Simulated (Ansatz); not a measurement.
BN, DFT, PBEsol, all-electron LAPW, scalar-relativistic (Ansatz 0.2.0), run on 1 thread of Intel(R) Xeon(R) 6975P-C (Granite Rapids) on a shared host.

The geometry is COD entry 9008834, unchecked; take it as a test cell. The listed cell was then made from it by scaling, straining or moving an atom.

Command: `ansatz run input.yaml --threads 1 --pin off --max-ram 3072MiB --backend cpu --events-out ev --progress --plain --runs-dir out`

```yaml
crystal:
  lattice:
    - [0.0, 1.789425, 1.8075]
    - [1.789425, 0.0, 1.8075]
    - [1.789425, 1.789425, 0.0]
  atoms:
    - { symbol: B, position: [0.0, 0.0, 0.0] }
    - { symbol: "N", position: [0.75, 0.75, 0.75] }
kpoints:
  mp_grid: { grid: [13, 13, 13] }
  band_path:
    path:
      - [0.0, 0.0, 0.0]
      - [0.5, 0.0, 0.5]
      - [0.75, 0.25, 0.5]
      - [0.5, 0.5, 0.5]
      - [0.0, 0.0, 0.0]
      - [0.5, 0.5, 0.0]
      - [0.6274875, 0.6274875, 0.254975]
      - [0.3725125, 0.3725125, 0.745025]
      - [0.0, 0.0, 0.0]
    npoints: 5
scf:
  occupations: { method: fermi_dirac, width: 0.03 }
hamiltonian:
  xc: pbesol
  pseudopotentials: { kind: all_electron, lapw: { basis_error: 0.001 } }
output:
  forces: true
  stress: true
  eigenvalues: true
```

(1) How large is the problem that the program sets up?

(2) Estimate the wall time and the peak memory.

Answers

(1) 196 irreducible k-points, 259 plane waves at Γ, 10 bands.

(2) 12 s of wall time for 7 SCF iterations, with a peak of 0.37 GiB. Times on shared machines scatter by tens of per cent.
